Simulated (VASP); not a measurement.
# G0W0 gap corrections of BN, NaCl and CdTe at response cutoffs of 100, 160 and 240 eV

A common rule of thumb says that the error left in a G0W0 gap by a finite response cutoff $E$ shrinks as $E^{-3/2}$, that is, inversely with the number of plane waves in the response. If it holds, two cheap runs give the converged value by a straight line.

The problem is to test this on BN, NaCl and CdTe at 100, 160 and 240 eV, with the number of bands rising alongside the cutoff. The quantity followed is the correction, the G0W0 gap less the LDA gap on the same k mesh. Its shift is counted from the 240 eV run of the same crystal, which is a reference and not a converged limit. An error of 0.1 eV or more matters when a calculated gap is used to judge an ultraviolet window, an insulating layer or a solar absorber.

## Systems and settings

Measured cells from a diffraction database, unchanged. VASP 6.6.1, plane waves with PAW, cutoff 300 to 450 eV, no spin polarisation. Gaps are the smallest on the k mesh of the G0W0 run. G0W0 starts from LDA with data sets made for GW on k meshes of 3×3×3, 4×4×4 and 5×5×5, bands up to the response cutoff; the correction is the difference of the G0W0 and LDA gaps on this same mesh; on so coarse a mesh the screening of crystals with small direct gaps is overstated. Only the response cutoff and with it the bands change within a line. No spin-orbit coupling. The runs were spread over AMD EPYC 7R43 64-Core Processor (Zen 3), AMD EPYC 9R14 (Zen 4) and Intel(R) Xeon(R) Platinum 8259CL CPU @ 2.50GHz (Skylake/Cascade Lake), shared with other work, so times are rough and not strictly comparable between rows. All levels use the PAW data sets made with LDA.

Notes on method and selection:

- Runs that did not converge, have known faults or may not be shown are not listed, and runs on Ansatz's PAW sets soft_1 and soft_2 are kept to separate tables.

Columns:

- 1000 E^(−3/2): 1000 × (response cutoff in eV)^(−3/2), inverse to the number of plane waves in the response.
- cutoff (eV): response cutoff.
- shift (eV): correction less that at 240 eV.
- correction (eV): G0W0 gap less LDA gap.
- cost (core-s): processor time.

Input lines of one member:

```
PREC = Accurate
ENCUT = 450
ISMEAR = 0
SIGMA = 0.01
LREAL = .FALSE.
GGA = CA
NBANDS = 100
ALGO = EVGW0
NELMGW = 1
ENCUTGW = 240
NOMEGA = 40
PRECFOCK = Fast
NBANDSGW = 12
```

Command (options for logging and memory left out): `mpirun -np 4 vasp_std`

## The series

| member | crystal | 1000 E^(−3/2) | cutoff (eV) | shift (eV) | correction (eV) | cost (core-s) |
| --- | --- | --- | --- | --- | --- | --- |
| 240 eV | BN (F-43m, 2 atoms) | 0.269 | 240 | 0.000 | 1.795 | 60 |
| 160 eV | BN (F-43m, 2 atoms) | 0.494 | 160 | −0.135 | 1.660 | 33 |
| 100 eV | BN (F-43m, 2 atoms) | 1.000 | 100 | −0.348 | 1.448 | 23 |
| 240 eV | NaCl (Fm-3m) | 0.269 | 240 | 0.000 | 3.259 | 860 |
| 160 eV | NaCl (Fm-3m) | 0.494 | 160 | −0.107 | 3.152 | 390 |
| 100 eV | NaCl (Fm-3m) | 1.000 | 100 | −0.263 | 2.997 | 130 |
| 240 eV | CdTe (F-43m) | 0.269 | 240 | 0.000 | 0.834 | 350 |
| 160 eV | CdTe (F-43m) | 0.494 | 160 | −0.009 | 0.825 | 130 |
| 100 eV | CdTe (F-43m) | 1.000 | 100 | 0.012 | 0.846 | 63 |

## Why the values move as they do

In BN and NaCl the correction grows at each step. From 100 to 240 eV it gains 1.795 − 1.448 = 0.347 eV in BN and 3.259 − 2.997 = 0.262 eV in NaCl. Relative to the 240 eV correction, that is 0.347 / 1.795 = 0.19 for BN and 0.262 / 3.259 = 0.08 for NaCl. In CdTe the three values lie within 0.846 − 0.825 = 0.021 eV and show no steady direction.

With $x = 1000\,E^{-3/2}$, the rule reads

$$\Delta(x) = \Delta_0 - a\,x ,$$

where $\Delta$ is the correction, $\Delta_0$ its limit at infinite cutoff and $a$ a constant of the crystal. The two steps should then give the same $a$. They do not:

- BN, 100 to 160 eV: (1.660 − 1.448) / (1.000 − 0.494) = 0.419 eV
- BN, 160 to 240 eV: (1.795 − 1.660) / (0.494 − 0.269) = 0.600 eV
- NaCl, 100 to 160 eV: (3.152 − 2.997) / (1.000 − 0.494) = 0.306 eV
- NaCl, 160 to 240 eV: (3.259 − 3.152) / (0.494 − 0.269) = 0.476 eV

The correction therefore converges more slowly over this range than the rule promises.

The direction follows from how correlation enters the self-energy. A higher cutoff admits screening at shorter wavelengths, and the added bands supply the high-lying empty states that go with it. Both lower the quasiparticle energies, and they do so most for compact states, whose density varies over short distances. The valence top consists mainly of N 2p states in BN and Cl 3p states in NaCl. If it sinks further than the conduction edge, the gap opens, as the rows show. The table lists only gaps, so this unequal lowering of the two edges is inferred from theory.

## Members off the line

CdTe departs most from the pattern: its correction at 100 eV is 0.012 eV above that at 240 eV, where BN and NaCl lie well below. A likely reason is that its valence top, largely Te 5p, is more diffuse, so that both band edges sink by similar amounts and the cutoff error nearly cancels in the gap. Three points are too few to assign a cause to the small dip at 160 eV.

The other departure is the bend in BN and NaCl, where the 100 eV runs lie higher than a line through the two upper cutoffs would put them. The $E^{-3/2}$ law describes the short-wavelength tail of the response. Carried down to low cutoffs it probably overstates what each further plane wave contributes, which would give a bend of the observed sign. Granularity may add to it. The printed input, which is that of BN, pairs 100 bands with 240 eV; scaled by the number of plane waves, this becomes about 100 × 0.269 / 1.000 = 27 at 100 eV, few enough for whole shells of plane waves to matter.

BN also differs in the kind of gap. Its gap is indirect, and the k mesh misses the conduction minimum: LDA bands sampled more finely give a gap smaller by more than the whole cutoff shift of 0.347 eV. The BN rows thus follow a conduction state well above the true minimum, whereas NaCl and CdTe have direct gaps at the zone centre, a point that their meshes contain. Its larger shift may therefore not be purely an effect of chemistry.

## Time and accuracy

From 100 to 240 eV the number of plane waves in the response grows by 1.000 / 0.269 = 3.7. The processor time grows by 860 / 130 = 6.6 in NaCl, 350 / 63 = 5.6 in CdTe and 60 / 23 = 2.6 in BN. The BN ratio is somewhat too low, because the time at 100 eV includes the ground-state run and the times at 160 and 240 eV do not.

In NaCl the first step adds 390 − 130 = 260 core-s and moves the correction by 3.152 − 2.997 = 0.155 eV; the second adds 860 − 390 = 470 core-s for 0.107 eV. In BN the listed times differ by only 60 − 23 = 37 core-s over both steps, slightly less than the true extra cost because of that uneven count. The gain is 0.347 eV, so there is still little reason to stop early. In CdTe an extra 350 − 63 = 287 core-s changes the correction by just 0.012 eV.

## Problems

**Can runs at 100 and 160 eV replace the one at 240 eV?**

The line through the two lower cutoffs is continued to $x$ = 0.269, a step of 0.494 − 0.269 = 0.225.

- BN: 1.660 + 0.419 × 0.225 = 1.754 eV, against 1.795 eV calculated. The miss is 1.795 − 1.754 = 0.041 eV.
- NaCl: 3.152 + 0.306 × 0.225 = 3.221 eV, against 3.259 eV. The miss is 0.038 eV.
- CdTe: the slope is (0.825 − 0.846) / (1.000 − 0.494) = −0.042 eV, which gives 0.825 − 0.042 × 0.225 = 0.816 eV, against 0.834 eV. The miss is 0.018 eV.

Using the 160 eV value unchanged would miss by 0.135, 0.107 and 0.009 eV. The line helps in BN and NaCl, though it falls short, and it does harm in CdTe.

**Do the runs show that the BN correction is converged to 0.1 eV at 240 eV?**

No. The last step, from 160 to 240 eV, still moves it by 1.795 − 1.660 = 0.135 eV. How much remains above 240 eV cannot be read from these rows: the slope is still rising with the cutoff, so a straight line is no safe guide to the limit. A run at a higher cutoff, with more bands, would be the proper test.

**Will 100 eV do for the gap correction of CdTe?**

As a stand-in for the 240 eV run, yes, if 0.02 eV is tolerable: 0.846 − 0.834 = 0.012 eV. This does not carry over to the energy of either band edge alone, as needed for a band offset, because a cancellation in the gap can hide a larger shift of both.

## Conclusions and limits

Between 100 and 240 eV, raising cutoff and bands together widens the G0W0 gap of BN and NaCl by a few tenths of an eV and leaves that of CdTe almost unchanged. For BN this is the gap on the k mesh, which is clearly larger than the true indirect gap; how the correction at the true conduction minimum moves with the cutoff is not tested here. The $E^{-3/2}$ line gives a useful first correction for the first two but underestimates the rise from 160 to 240 eV. Three crystals are too few to say which class of material behaves like CdTe.

Other errors do not vanish with the cutoff. The coarse k mesh overstates the screening where the direct gap is small, which makes the correction of CdTe too small. One-shot G0W0 from LDA also tends to give gaps that are too low, because the LDA gap enters the screening; updating the energies would usually raise them. Spin-orbit coupling would lower the gap of CdTe by splitting its valence top, but would change the LDA and G0W0 gaps by similar amounts and so affect the correction much less.

[Logs are printed without paths, hosts, clocks, repeated set-up lines and the standing remarks that a program may print on its own settings, such as how far it seeks lower states.]
